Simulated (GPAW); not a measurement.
PbS (Galena) in GPAW: convergence with density grid spacing (A)

Crystal: PbS (Galena).

```
Pb S
1.0
     0.00000    2.96575    2.96575
     2.96575    0.00000    2.96575
     2.96575    2.96575    0.00000
Pb S
1 1
Direct
  0.00000 0.00000 0.00000
  0.50000 0.50000 0.50000
```

```yaml
Program: GPAW 26.7.0
Task: convergence study
Functional: PBE
Potentials_or_basis: GPAW PAW data sets (gpaw-data 1.2.1)
Cutoff: 600 eV
Basis: pw
Grid_spacing: 0.24 Å
k_mesh: 8 × 8 × 8
Occupations: fermi-dirac, width 0.05 eV
Spin: no spin polarisation
```

These are the settings of the first run; the series varies density grid spacing (A), with any setting tied to it.

Hardware: 1 thread of Arm Neoverse V1, with other jobs on the host.

```
density grid spacing (A)  energy less the tightest run, at zero smearing (meV/atom)  SCF cycles  CPU time (s)  peak memory (GiB)
                    0.24                                                       0.06           9            14               0.15
                     0.2                                                      -0.26           9            16               0.16
                    0.17                                                      -0.12           9            17               0.16
                    0.15                                                      -0.07           9            27               0.17
                    0.13                                                      -0.02           9            47                0.2
                    0.11                                                      -0.01           9            58               0.23
                    0.09                                                       0.00           9           110                0.3
```

Against the tightest run, the energy stays within 1 meV/atom from 0.24 on. The tightest run that finished is the yardstick and may itself not be fully converged.
